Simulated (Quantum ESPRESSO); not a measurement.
BN:

```
N B
1.0
     0.00000    1.81300    1.81300
     1.81300    0.00000    1.81300
     1.81300    1.81300    0.00000
N B
1 1
Direct
  0.25000 0.25000 0.25000
  0.00000 0.00000 0.00000
```

The cell is a database's computed one.

* Program: Quantum ESPRESSO 7.5
* Task: phonons and Raman activities
* Functional: PBEsol
* Potentials or basis: GBRV 1.5 PBEsol
* Cutoff: 612 eV
* Density cutoff: 4898 eV
* k mesh: 8 × 8 × 8, shifted
* Occupations: fermi-dirac, width 0.05 eV
* Spin: no spin polarisation
* Mixing beta: 0.5
* Most SCF iterations: 120
* SCF threshold: 4e-10 Ry

The cell and the atoms were relaxed first, to 5.87 Å³/atom (a = 2.551 Å, b = 2.551 Å, c = 2.551 Å, α = 60.00°, β = 60.00°, γ = 60.00°), and the response was taken there.

The first run showed a gap, so the response started from a second, tighter run with fixed occupations.

Task: How polar is the lattice: what are the Born charges, the two dielectric constants and the LO-TO splitting?

Result: Born charges ±1.90 e; dielectric constants 4.62 (electrons alone) and 6.90 (static); transverse and longitudinal modes at 1047 and 1279 cm⁻¹.
